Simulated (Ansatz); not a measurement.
# 2H-CrSSe monolayer in a perpendicular field, part 3 of 4

Aim: how the 2H-CrSSe monolayer screens a field along its normal, and what the field does to its bands. A positive field points along +c.

Ansatz 0.2.0; plane-wave DFT, LDA, Ansatz PAW (set soft_1); PAW set soft_1 (the session's first sound run).

So far, gap along the path (eV): step 3 (atoms held, field 0) 0.983; step 5 (field -0.03 V/Å) 0.983; step 6 (field 0.15 V/Å) 0.983; step 7 (field 0.25 V/Å) 0.984; step 8 (field -0.25 V/Å) 0.982.

## (9) Response, atoms held

This step: plane-wave DFT, LDA, Ansatz PAW (set soft_1); response to a field along the normal, atoms held; PAW set soft_1 (Ansatz 0.2.0).

The dipoles give the slope, and the difference of two potentials shows where the field is screened.

This step gave:

```yaml
equivalent_conductor_thickness_p_eps_0ae: 5.258 Å
distance_between_the_outer_atoms: 3.009 Å
```

Dipole of the cell against applied field:

| applied field (V/Å) | dipole of the cell (e·Å) |
| --- | --- |
| -0.250 | -0.0949 |
| -0.030 | -0.0436 |
| 0.000 | -0.0366 |
| 0.030 | -0.0297 |
| 0.150 | -0.00166 |
| 0.250 | 0.0217 |

Local field over the applied field, running mean. From the potentials at -0.03 and 0.03 V/Å; running mean over 2.5 Å. Local field over applied field against z:

z (Å), local field over applied field and a bar:
```
      4.5      0.998 ##############################
      5.0      0.995 ##############################
      5.5      0.984 ##############################
      6.0      0.955 #############################
      6.5      0.888 ###########################
      7.0      0.765 #######################
      7.5      0.600 ##################
      8.0      0.424 ############
      8.5      0.254 #######
      9.0      0.126 ###
      9.5      0.063 #
     10.0      0.039 
     10.5      0.030 
     11.0      0.047 #
     11.5      0.081 ##
     12.0      0.159 ####
     12.5      0.297 ########
     13.0      0.471 ##############
     13.5      0.645 ###################
     14.0      0.803 ########################
     14.5      0.912 ###########################
     15.0      0.967 #############################
     15.5      0.988 ##############################
     16.0      0.996 ##############################
     16.5      0.999 ##############################
```

Electrons, planar mean, per unit field. The induced electron density by z:

z (Å), induced electron density (e/Å³ per V/Å) and a bar from the least value:
```
     4.09    0.00000 ###############
     4.52    0.00001 ###############
     4.96    0.00002 ###############
     5.40    0.00006 ################
     5.84    0.00015 ################
     6.27    0.00037 #################
     6.71    0.00087 ###################
     7.15    0.00182 #######################
     7.59    0.00308 #############################
     8.02    0.00342 ##############################
     8.46    0.00137 #####################
     8.90    0.00088 ###################
     9.34    0.00077 ###################
     9.77   -0.00048 #############
    10.21   -0.00058 #############
    10.80    0.00030 #################
    11.23    0.00042 #################
    11.67   -0.00085 ############
    12.11   -0.00081 ############
    12.55   -0.00201 #######
    12.98   -0.00360 
    13.42   -0.00274 ####
    13.86   -0.00146 #########
    14.30   -0.00065 #############
    14.74   -0.00027 ##############
    15.17   -0.00010 ###############
    15.61   -0.00004 ###############
    16.05   -0.00001 ###############
    16.49    0.00000 ###############
    16.92    0.00000 ###############
```

The smaller of the gaps on the path and on the k-mesh, counted as 0 under 0.03 eV. The gap stays at 0.983 eV for applied field from -0.25 to 0.25 V/Å.

By hand: between -0.03 and 0.03 V/Å the dipole changes by 0.01399 e·Å, a slope of 0.2332 e·Å²/V. A perfect conductor of thickness t has p = ε₀AEt, so t = 180.95 × 0.2332 / 8.026 = 5.26 Å (e/ε₀ = 180.95 V·Å, A in Å²).

The induced dipole is that of a conductor 5.26 Å thick.

## (10) Field on, atoms free, field 0.1 V/Å

This step: plane-wave DFT, LDA, Ansatz PAW (set soft_1); PAW set soft_1 (Ansatz 0.2.0).

Now the atoms may follow the field. A weak field makes forces of meV/Å to tens of meV/Å, so the force tolerance is set well below the usual one.

input.yaml

```yaml
crystal:
  lattice:
    - [3.0441850153, 0.0, 0.0]
    - [-1.5220925077, 2.6363415571, 0.0]
    - [0.0, 0.0, 21.0086256382]
  atoms:
    - { symbol: Se, position: [0.3333333333, 0.6666666667, 0.4283954674] }
    - { symbol: Cr, position: [0.0, 0.0, 0.5042874791] }
    - { symbol: S, position: [0.3333333333, 0.6666666667, 0.5716045326] }
kpoints:
  mp_grid: { grid: [12, 12, 1] }
hamiltonian:
  xc: lda
  pseudopotentials: { kind: paw, azcp: { folder: soft_1 }, xc_functional: pbe }
scf:
  occupations: { method: fermi_dirac, width: 0.05 }
  convergence: { dr2_threshold: 1.0e-10 }
efield:
  axis: 3
  dipole_correction: true
  ramp_position: 0.9405
  ramp_width: 0.1119
  amplitude: 0.1
relax:
  f_tol: 0.001
  max_steps: 60
output:
  write_potential: true
  write_density: true
  volumetric_format: npy
```

Started as:

```sh
$ ansatz run input.yaml --threads 4 --pin off --max-ram 6144MiB --backend cpu --events-out ev --progress --plain --runs-dir out
```

Numbers of over 12 decimals in the logs are rounded to 6 here.

Output:

```text
[...]
Crystal: 3 atoms, lattice volume = 168.605 Å³
Basis set: ecut = 420 eV, 3299 PW (Γ)
Bands: 22, of which v1, the nominal top of the filled ones, is band 18 counted from 1 (17 counted from 0)
Symmetry: 6 space group operations
[...]
k-points: 19 of 144 (time reversal used)
[...]
SCF iter   1: F=—  HF=-9580.517698 eV  |F-HF|=—  |Δ(HF+E_count)|=         —  Δρ=9.74e-2  dr2=1.78e1  ethr=3.10e-3  p=0.024 e·Å  D=2.61e-2 V/Å  ΔV_dip=-0.55 eV  dr2_dipole=2.97e-2  V_vac-E_F(+/−)=5.63/4.38 eV  ⟨swp⟩=11.5  Hψ=2787  notcnv=0
[...]
SCF iter  13: F=-9577.727833 eV  HF=-9577.727833 eV  |F-HF|=2.73e-11  |Δ(HF+E_count)|=  9.64e-10  Δρ=1.16e-7  dr2=2.10e-11  ethr=1.00e-12  p=-0.013 e·Å  D=-1.43e-2 V/Å  ΔV_dip=0.30 eV  dr2_dipole=4.45e-13  V_vac-E_F(+/−)=6.30/4.20 eV  ⟨swp⟩=7.4  Hψ=2666  notcnv=0
SCF 1 converged in 13 iterations: F = -9577.727833 eV  dr2 = 2.10e-11
[...]
relax step   1: F+E_penalty+E_count = -9577.72783317 eV  Δ(F+E_penalty+E_count) = +0.000e0 eV  max|allowed force component| = 1.182e-2 eV/Å  Δτ_max = 0.0000 Å  (13 SCF iters, accepted)
[...]
SCF iter   8: F=-9577.727836 eV  HF=-9577.727836 eV  |F-HF|=5.46e-12  |Δ(HF+E_count)|=  2.00e-11  Δρ=1.07e-7  dr2=2.82e-11  ethr=1.00e-12  p=-0.013 e·Å  D=-1.43e-2 V/Å  ΔV_dip=0.30 eV  dr2_dipole=1.21e-12  V_vac-E_F(+/−)=6.30/4.20 eV  ⟨swp⟩=8.9  Hψ=2422  notcnv=0
SCF 2 converged in 8 iterations: F = -9577.727836 eV  dr2 = 2.82e-11
relax step   2: F+E_penalty+E_count = -9577.72783561 eV  Δ(F+E_penalty+E_count) = -2.443e-6 eV  max|allowed force component| = 2.914e-3 eV/Å  Δτ_max = 0.0002 Å  (8 SCF iters, accepted)
SCF iter   1: F=—  HF=-9577.727836 eV  |F-HF|=—  |Δ(HF+E_count)|=         —  Δρ=6.35e-6  dr2=1.42e-7  ethr=3.96e-9  p=-0.013 e·Å  D=-1.43e-2 V/Å  ΔV_dip=0.30 eV  dr2_dipole=2.27e-8  V_vac-E_F(+/−)=6.30/4.20 eV  ⟨swp⟩=3.0  Hψ=1191  notcnv=0
[...]
SCF iter   7: F=-9577.727836 eV  HF=-9577.727836 eV  |F-HF|=4.37e-11  |Δ(HF+E_count)|=  2.73e-11  Δρ=8.78e-8  dr2=1.79e-11  ethr=1.00e-12  p=-0.013 e·Å  D=-1.42e-2 V/Å  ΔV_dip=0.30 eV  dr2_dipole=5.54e-13  V_vac-E_F(+/−)=6.30/4.20 eV  ⟨swp⟩=8.1  Hψ=2218  notcnv=0
SCF 3 converged in 7 iterations: F = -9577.727836 eV  dr2 = 1.79e-11
relax step   3: F+E_penalty+E_count = -9577.72783577 eV  Δ(F+E_penalty+E_count) = -1.639e-7 eV  max|allowed force component| = 1.518e-4 eV/Å  Δτ_max = 0.0001 Å  (7 SCF iters, accepted)
[...]
the band table was solved once a step of the walk had ended and its energy, with any forces and stress, was formed, with the checks that follow a solve (2425 applications of the Hamiltonian). They found nothing against the state; the energy, forces and stress were not computed again (output.eigenvalues in the input reference)
[...]
SCF converged after 7 iterations
Free energy (F): -9577.727836 eV
[...]
Internal energy: -9577.727832 eV  (E = F + TS)
E sigma→0 (E₀):  -9577.727834 eV
Entropy (-TS):   -0.000004 eV (-0.001 meV/atom)
Fermi energy:    -0.397264 eV
Dipole field:    D = -0.014242 V/Å  (p = -0.013270 e·Å, saw-weighted, corrected)
Work function:   not extracted (applied field tilts the vacuum); planar V_es + V_field profile in the machine report
[...]
--- Forces (eV/Å), atoms counted from 1 ---
  atom   1  Se     0.00000000    -0.00000000     0.00009315
  atom   2  Cr    -0.00000000     0.00000000    -0.00001172
  atom   3  S      0.00000000     0.00000000    -0.00018696
  max |Σ_I F_I| component: 1.06e-4 eV/Å
--- Band table (eV; the first three rows and the last of 19) ---
  k-point 0: bands = [... 14 lower, -2.8581, -1.7968, -1.7968, -0.9892, 2.1514, 2.1514, 2.6017, 2.6017]
  k-point 1: bands = [... 14 lower, -2.8073, -1.9097, -1.8547, -0.9919, 1.8287, 2.0090, 2.1365, 2.4700]
  k-point 2: bands = [... 14 lower, -2.7273, -2.1196, -2.0687, -1.0983, 1.0388, 1.3885, 1.7771, 2.4680]
  k-point 18: bands = [... 14 lower, -4.5007, -4.3306, -2.6086, -0.9013, 0.0817, 1.0282, 1.3762, 2.8767]
--- Relaxed structure (3 steps of the walk, 3 accepted, 0 SCFs on fresh bases) ---
  F+E_penalty+E_count = -9577.72783577 eV   max|allowed force component| = 1.518e-4 eV/Å
  atoms:
    - { symbol: Se, position: [0.333333, 0.666667, 0.428403] }
    - { symbol: Cr, position: [0, -3.7011016654112424e-17, 0.504273] }
    - { symbol: S, position: [0.333333, 0.666667, 0.571611] }
```

Run time: 4.8 s. Hardware: 4 threads of Arm Neoverse V2, shared host; peak memory 0.41 GiB; 18 s of CPU time.

No atom moved by 0.005 Å in the relaxation.

This step gave:

```
dipole along the normal : -0.01327 e·Å
```

The relaxation took 3 steps and lowered the energy by 2.6e-6 eV; the largest force on the free atoms ends at 1.5e-4 eV/Å.

The dipole is -0.0133 e·Å, 0.0234 e·Å from its value without field, and the gap on the mesh 0.983 eV.

## (11) Field on, atoms free, field -0.1 V/Å

The opposite sign, again from the field-free geometry; the difference of the two cancels what relaxes without a field.

Changes to input.yaml since step 10:

```diff
@@ -22,3 +22,3 @@
   ramp_width: 0.1119
-  amplitude: 0.1
+  amplitude: -0.1
 relax:
```

Output:

```text
[...]
Crystal: 3 atoms, lattice volume = 168.605 Å³
Basis set: ecut = 420 eV, 3299 PW (Γ)
Bands: 22, of which v1, the nominal top of the filled ones, is band 18 counted from 1 (17 counted from 0)
Symmetry: 6 space group operations
[...]
k-points: 19 of 144 (time reversal used)
[...]
k-point 18: bands = [... 14 lower, -4.5071, -4.3312, -2.6117, -0.9015, 0.0811, 1.0277, 1.3761, 2.8781]
--- Relaxed structure (3 steps of the walk, 3 accepted, 0 SCFs on fresh bases) ---
  F+E_penalty+E_count = -9577.73516519 eV   max|allowed force component| = 2.574e-4 eV/Å
  atoms:
    - { symbol: Se, position: [0.333333, 0.666667, 0.428386] }
    - { symbol: Cr, position: [0, -3.700366127851299e-17, 0.504302] }
    - { symbol: S, position: [0.333333, 0.666667, 0.571599] }
[key lines of the parts left out:]
SCF converged after 7 iterations
Free energy (F): -9577.735165 eV
Fermi energy:    -0.399552 eV
Dipole field:    D = -0.064416 V/Å  (p = -0.060021 e·Å, saw-weighted, corrected)
```

Elapsed: 4.9 s, on 4 threads; peak memory 0.41 GiB; 18 s of CPU time.

No atom moved by 0.005 Å in the relaxation.

This step gave:

- dipole along the normal: -0.06002 e·Å

The relaxation took 3 steps and lowered the energy by 2.9e-6 eV; the largest force on the free atoms ends at 2.6e-4 eV/Å.

The dipole is -0.0600 e·Å, -0.0234 e·Å from its value without field, and the gap on the mesh 0.983 eV.

## (12) Response, atoms relaxed

This step: plane-wave DFT, LDA, Ansatz PAW (set soft_1); response to a field along the normal, atoms relaxed; PAW set soft_1 (Ansatz 0.2.0).

The same analysis on the two relaxed runs holds the ionic part too; their mesh is coarser, so small differences from the held value can come from that.

Numbers from this step:

```yaml
equivalent_conductor_thickness_p_eps_0ae: 5.270 Å
```

Table of dipole of the cell by applied field:

| applied field (V/Å) | dipole of the cell (e·Å) |
| --- | --- |
| -0.1000 | -0.0600 |
| 0.1000 | -0.0133 |

Local field over the applied field, running mean. From the potentials at -0.1 and 0.1 V/Å; running mean over 2.5 Å. Table of local field over applied field by z:

| z (Å) | local field over applied field |
| --- | --- |
| 4.09 | 0.999 |
| 4.38 | 0.999 |
| 4.81 | 0.997 |
| 5.11 | 0.993 |
| 5.54 | 0.983 |
| 5.84 | 0.968 |
| 6.13 | 0.944 |
| 6.57 | 0.880 |
| 6.86 | 0.815 |
| 7.15 | 0.724 |
| 7.59 | 0.566 |
| 7.88 | 0.464 |
| 8.32 | 0.296 |
| 8.61 | 0.188 |
| 8.90 | 0.123 |
| 9.34 | 0.0663 |
| 9.63 | 0.0568 |
| 9.92 | 0.0673 |
| 10.36 | 0.0477 |
| 10.65 | 0.0421 |
| 11.09 | 0.0745 |
| 11.38 | 0.0787 |
| 11.67 | 0.0986 |
| 12.11 | 0.171 |
| 12.40 | 0.237 |
| 12.69 | 0.332 |
| 13.13 | 0.510 |
| 13.42 | 0.618 |
| 13.86 | 0.771 |
| 14.15 | 0.848 |
| 14.44 | 0.905 |
| 14.88 | 0.958 |
| 15.17 | 0.977 |
| 15.46 | 0.988 |
| 15.90 | 0.995 |
| 16.19 | 0.998 |
| 16.63 | 0.999 |
| 16.92 | 1.000 |

Electrons, planar mean, per unit field. Table of induced electron density by z:

| z (Å) | induced electron density (e/Å³ per V/Å) |
| --- | --- |
| 4.09 | 1.6e-6 |
| 4.52 | 8.3e-6 |
| 4.96 | 1.9e-5 |
| 5.40 | 5.7e-5 |
| 5.84 | 1.4e-4 |
| 6.27 | 3.7e-4 |
| 6.71 | 8.5e-4 |
| 7.15 | 0.00176 |
| 7.59 | 0.00285 |
| 8.02 | 0.00272 |
| 8.46 | -0.00124 |
| 8.90 | -0.00698 |
| 9.34 | 0.0096 |
| 9.77 | 0.00240 |
| 10.21 | 0.00945 |
| 10.80 | -0.00873 |
| 11.23 | -0.00480 |
| 11.67 | -0.00188 |
| 12.11 | -1.0e-3 |
| 12.55 | -0.00150 |
| 12.98 | -0.00314 |
| 13.42 | -0.00261 |
| 13.86 | -0.00143 |
| 14.30 | -6.5e-4 |
| 14.74 | -2.6e-4 |
| 15.17 | -1.0e-4 |
| 15.61 | -3.8e-5 |
| 16.05 | -1.4e-5 |
| 16.49 | -5.1e-6 |
| 16.92 | -1.4e-6 |

The induced dipole is that of a conductor 5.27 Å thick.

## (13) Same geometry, cutoff 420 eV, functional LDA

This step: plane-wave DFT, LDA, Ansatz PAW (set soft_1); PAW set soft_1 (Ansatz 0.2.0).

The geometry is kept and the functional is LDA; other changes against the main runs: SCF threshold 1.0e-10 → 1.0e-09 eV and k-mesh 18×18×1 → 12×12×1.

Changes to input.yaml since step 11:

```diff
@@ -16,3 +16,3 @@
   occupations: { method: fermi_dirac, width: 0.05 }
-  convergence: { dr2_threshold: 1.0e-10 }
+  convergence: { dr2_threshold: 1.0e-09 }
 efield:
@@ -22,6 +22,3 @@
   ramp_width: 0.1119
-  amplitude: -0.1
-relax:
-  f_tol: 0.001
-  max_steps: 60
+  amplitude: 0.1
 output:
```

Output:

```text
[...]
Crystal: 3 atoms, lattice volume = 168.605 Å³
Basis set: ecut = 420 eV, 3299 PW (Γ)
Bands: 22, of which v1, the nominal top of the filled ones, is band 18 counted from 1 (17 counted from 0)
Symmetry: 6 space group operations
[...]
k-points: 19 of 144 (time reversal used)
[...]
SCF iter   1: F=—  HF=-9580.517698 eV  |F-HF|=—  |Δ(HF+E_count)|=         —  Δρ=9.74e-2  dr2=1.78e1  ethr=3.10e-3  p=0.024 e·Å  D=2.61e-2 V/Å  ΔV_dip=-0.55 eV  dr2_dipole=2.97e-2  V_vac-E_F(+/−)=5.63/4.38 eV  ⟨swp⟩=11.5  Hψ=2787  notcnv=0
[...]
SCF iter  13: F=-9577.727833 eV  HF=-9577.727833 eV  |F-HF|=4.18e-11  |Δ(HF+E_count)|=  9.95e-10  Δρ=1.15e-7  dr2=1.85e-11  ethr=2.78e-12  p=-0.013 e·Å  D=-1.43e-2 V/Å  ΔV_dip=0.30 eV  dr2_dipole=3.98e-13  V_vac-E_F(+/−)=6.30/4.20 eV  ⟨swp⟩=4.6  Hψ=1263  notcnv=0
SCF 1 converged in 13 iterations: F = -9577.727833 eV  dr2 = 1.85e-11
[...]
SCF converged after 13 iterations
Free energy (F): -9577.727833 eV
[...]
Internal energy: -9577.727830 eV  (E = F + TS)
E sigma→0 (E₀):  -9577.727831 eV
Entropy (-TS):   -0.000004 eV (-0.001 meV/atom)
Fermi energy:    -0.397240 eV
Dipole field:    D = -0.014297 V/Å  (p = -0.013321 e·Å, saw-weighted, corrected)
Work function:   not extracted (applied field tilts the vacuum); planar V_es + V_field profile in the machine report
[...]
--- Band table (eV; the first three rows and the last of 19) ---
  k-point 0: bands = [... 14 lower, -2.8590, -1.7963, -1.7963, -0.9880, 2.1527, 2.1527, 2.6008, 2.6008]
  k-point 1: bands = [... 14 lower, -2.8083, -1.9090, -1.8546, -0.9906, 1.8297, 2.0083, 2.1379, 2.4689]
  k-point 2: bands = [... 14 lower, -2.7287, -2.1186, -2.0695, -1.0971, 1.0376, 1.3899, 1.7776, 2.4678]
  k-point 18: bands = [... 14 lower, -4.5007, -4.3307, -2.6083, -0.9016, 0.0815, 1.0284, 1.3762, 2.8765]
```

Elapsed: 2.7 s, on 4 threads; peak memory 0.41 GiB.

Numbers from this step:

* dipole along the normal: -0.01332 e·Å

The dipole is -0.0133 e·Å.

## (14) Same geometry, cutoff 420 eV, functional LDA (run 2)

The same run in the opposite field.

Changes to input.yaml since step 13:

```diff
@@ -22,3 +22,3 @@
   ramp_width: 0.1119
-  amplitude: 0.1
+  amplitude: -0.1
 output:
```

Output:

```text
[...]
Crystal: 3 atoms, lattice volume = 168.605 Å³
Basis set: ecut = 420 eV, 3299 PW (Γ)
Bands: 22, of which v1, the nominal top of the filled ones, is band 18 counted from 1 (17 counted from 0)
Symmetry: 6 space group operations
[...]
k-points: 19 of 144 (time reversal used)
[...]
--- Band table (eV; the first three rows and the last of 19) ---
  k-point 0: bands = [... 14 lower, -2.8626, -1.7958, -1.7958, -1.0028, 2.1422, 2.1422, 2.6101, 2.6101]
  k-point 1: bands = [... 14 lower, -2.8125, -1.9081, -1.8498, -1.0060, 1.8207, 2.0172, 2.1265, 2.4792]
  k-point 2: bands = [... 14 lower, -2.7348, -2.1157, -2.0591, -1.1111, 1.0489, 1.3768, 1.7742, 2.4701]
  k-point 18: bands = [... 14 lower, -4.5071, -4.3312, -2.6119, -0.9013, 0.0812, 1.0276, 1.3761, 2.8784]
[key lines of the parts left out:]
SCF converged after 12 iterations
Free energy (F): -9577.735162 eV
Fermi energy:    -0.399632 eV
Dipole field:    D = -0.064357 V/Å  (p = -0.059966 e·Å, saw-weighted, corrected)
```

Wall time 2.7 s (4 threads); peak memory 0.42 GiB.

The dipole is -0.0600 e·Å.

## (15) Response at this level

This step: plane-wave DFT, LDA, Ansatz PAW (set soft_1); response to a field along the normal, atoms held; PAW set soft_1 (Ansatz 0.2.0).

The two signs of the field give the slope at this level.

Numbers from this step:

- equivalent conductor thickness p/(ε₀AE): 5.258 Å

The induced dipole is that of a conductor 5.26 Å thick.

## (16) Same geometry, cutoff 420 eV, functional PBE

This step: plane-wave DFT, PBE, Ansatz PAW (set soft_1); PAW set soft_1 (Ansatz 0.2.0).

The geometry is kept and the functional is PBE; other changes against the main runs: SCF threshold 1.0e-10 → 1.0e-09 eV and k-mesh 18×18×1 → 12×12×1.

Changes to input.yaml since step 14:

```diff
@@ -12,4 +12,4 @@
 hamiltonian:
-  xc: lda
-  pseudopotentials: { kind: paw, azcp: { folder: soft_1 }, xc_functional: pbe }
+  xc: pbe
+  pseudopotentials: { kind: paw, azcp: { folder: soft_1 } }
 scf:
@@ -22,3 +22,3 @@
   ramp_width: 0.1119
-  amplitude: -0.1
+  amplitude: 0.1
 output:
```

Output:

```text
[...]
Crystal: 3 atoms, lattice volume = 168.605 Å³
Basis set: ecut = 420 eV, 3299 PW (Γ)
Bands: 22, of which v1, the nominal top of the filled ones, is band 18 counted from 1 (17 counted from 0)
Symmetry: 6 space group operations
[...]
k-points: 19 of 144 (time reversal used)
[...]
--- Band table (eV; the first three rows and the last of 19) ---
  k-point 0: bands = [... 14 lower, -2.5925, -1.5149, -1.5149, -0.7087, 2.4046, 2.4046, 2.8815, 2.8815]
  k-point 1: bands = [... 14 lower, -2.5434, -1.6282, -1.5838, -0.7140, 2.0945, 2.2927, 2.3886, 2.7507]
  k-point 2: bands = [... 14 lower, -2.4669, -1.8399, -1.8224, -0.8265, 1.3313, 1.6729, 2.0386, 2.7394]
  k-point 18: bands = [... 14 lower, -4.2544, -4.1147, -2.3699, -0.6171, 0.3634, 1.3221, 1.6445, 3.1515]
[key lines of the parts left out:]
SCF converged after 12 iterations
Free energy (F): -9750.522077 eV
Fermi energy:    -0.115932 eV
Dipole field:    D = -0.016000 V/Å  (p = -0.014908 e·Å, saw-weighted, corrected)
```

Wall time 2.9 s (4 threads); peak memory 0.42 GiB.

The dipole is -0.0149 e·Å.

## (17) Same geometry, cutoff 420 eV, functional PBE (run 2)

The same run in the opposite field.

Changes to input.yaml since step 16:

```diff
@@ -22,3 +22,3 @@
   ramp_width: 0.1119
-  amplitude: 0.1
+  amplitude: -0.1
 output:
```

Output:

```text
[...]
Crystal: 3 atoms, lattice volume = 168.605 Å³
Basis set: ecut = 420 eV, 3299 PW (Γ)
Bands: 22, of which v1, the nominal top of the filled ones, is band 18 counted from 1 (17 counted from 0)
Symmetry: 6 space group operations
[...]
k-points: 19 of 144 (time reversal used)
[...]
--- Band table (eV; the first three rows and the last of 19) ---
  k-point 0: bands = [... 14 lower, -2.5953, -1.5140, -1.5140, -0.7224, 2.3948, 2.3948, 2.8917, 2.8917]
  k-point 1: bands = [... 14 lower, -2.5467, -1.6267, -1.5786, -0.7282, 2.0855, 2.3033, 2.3781, 2.7615]
  k-point 2: bands = [... 14 lower, -2.4721, -1.8366, -1.8117, -0.8392, 1.3429, 1.6611, 2.0357, 2.7427]
  k-point 18: bands = [... 14 lower, -4.2602, -4.1148, -2.3725, -0.6159, 0.3639, 1.3221, 1.6451, 3.1542]
[key lines of the parts left out:]
SCF converged after 12 iterations
Free energy (F): -9750.529713 eV
Fermi energy:    -0.117200 eV
Dipole field:    D = -0.065961 V/Å  (p = -0.061461 e·Å, saw-weighted, corrected)
```

It took 2.7 s on 4 threads; peak memory 0.43 GiB.

The dipole is -0.0615 e·Å.

## (18) Response at this level

This step: plane-wave DFT, PBE, Ansatz PAW (set soft_1); response to a field along the normal, atoms held; PAW set soft_1 (Ansatz 0.2.0).

The induced dipole is that of a conductor 5.25 Å thick.

(Part 3 of 4 ends here.)

[Logs are printed without paths, hosts, clocks, repeated set-up lines and the standing remarks that a program may print on its own settings, such as how far it seeks lower states.]

[Hosts, paths, dates, database ids (printed as entryN), source tags and the programs' standing remarks are cut or masked in the printed files.]

[Maps of the electrostatic potential energy from Ansatz leave out the sawtooth potential of an applied field or a dipole correction, so their vacuum need not be flat; planar profiles and work functions include it.]
